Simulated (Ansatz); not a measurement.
**Relaxing WC in the wurtzite type**

First guess:

```
CELL_PARAMETERS angstrom
3.48460 0.00000 0.00000
-1.74230 3.01775 0.00000
0.00000 0.00000 5.67990
ATOMIC_POSITIONS crystal
W 0.33333 0.66667 0.00000
W 0.66667 0.33333 0.50000
C 0.33333 0.66667 0.37600
C 0.66667 0.33333 0.87600
```

Level of theory: DFT, PBE, PAW with Ansatz's default frozen-core files, scalar-relativistic in Ansatz 0.2.0.

Cell and atoms relax within the symmetry of the start on a 12×12×7 k mesh with 0.05 eV Fermi–Dirac smearing.

The start is built from a prototype, known or not as a phase of this compound; the cutoff is 420 eV.

No spin–orbit coupling, which matters for the heavy atoms here.

(1) What is the pressure of the first guess?

(2) What does it relax to?

(3) How much energy does the relaxation release?

Answers

(1) -26.6 GPa.

(2) a = 3.126 Å, b = 3.126 Å, c = 5.994 Å, α = 90.00°, β = 90.00°, γ = 120.00° (conventional cell), 12.68 Å³ per atom:
Space group P6_3mc (No. 186). a = 3.126 Å, b = 3.126 Å, c = 5.994 Å, α = 90.00°, β = 90.00°, γ = 120.00°
```
atom  site  symmetry       x       y       z
   W    2b       3m.  0.3333  0.6667  0.0224
   C    2b       3m.  0.3333  0.6667  0.3536
```

(3) 292 meV/atom.
